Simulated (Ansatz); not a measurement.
Runs of Ansatz 0.2.0 on ZnSe (Stilleite). It takes space group F-43m (No. 216, cubic). The conventional cell has a = 5.668 Å, b = 5.668 Å, c = 5.668 Å, α = 90.00°, β = 90.00°, γ = 90.00°. Around Se (site symmetry -43m) lie 4 Zn at 2.45 Å. Zn (site symmetry -43m) has 4 Se at 2.45 Å as nearest neighbours. 

```tsv
task	level	potentials or basis	spin	cell	k mesh	cutoff (eV)	smearing	basis error allowed	gap on the mesh (eV)	pressure (GPa)	relaxed volume (Å³/atom)
band structure	RPBE	all-electron LAPW, scalar-relativistic	off	as given	8 × 8 × 8	311	fermi-dirac 0.05 eV	0.001 eV/atom	1.46	4.4	-
relaxation of cell and atoms	revPBE	all-electron LAPW, scalar-relativistic	off	relaxed	8 × 8 × 8	-	fermi-dirac 0.05 eV	0.001 eV/atom	1.17	0.0	24.23
relaxation of cell and atoms	revPBE+D3(BJ)	all-electron LAPW, scalar-relativistic	off	relaxed	8 × 8 × 8	-	fermi-dirac 0.05 eV	0.001 eV/atom	(a)	0.0	22.28
elastic constants	PBEsol	all-electron LAPW, scalar-relativistic	off	as given	6 × 6 × 6	336	fermi-dirac 0.05 eV	0.001 eV/atom	1.17	-1.1	-
band structure	LDA	all-electron LAPW, relativistic spinors	SOC, no magnetisation	as given	6 × 6 × 6	311	fermi-dirac 0.05 eV	0.001 eV/atom	(b)	-3.3	-
band structure	PBEsol	all-electron LAPW, scalar-relativistic	off	as given	8 × 8 × 8	311	fermi-dirac 0.05 eV	0.001 eV/atom	1.17	-1.1	-
phonons	LDA	all-electron LAPW, scalar-relativistic	off	as given	6 × 6 × 6	336	fermi-dirac 0.05 eV	0.001 eV/atom	1.03	-	-
Born charges and dielectric tensor	PBEsol	all-electron PAW datasets made for the crystal	off	as given	8 × 8 × 8	250	fixed	-	1.17	-	-
```

Task: Fill in the values left out.

Result: (a) 1.50; (b) 0.90.

Caveats: the program warned that the printed levels may be off, so bands, gaps and densities of states are rough (some runs).

A k mesh can miss the band edges, and rows without SOC leave out spin-orbit coupling on Se.

The runs don't all hold the same shells in valence.

Runs at the PBE level aren't shown here.
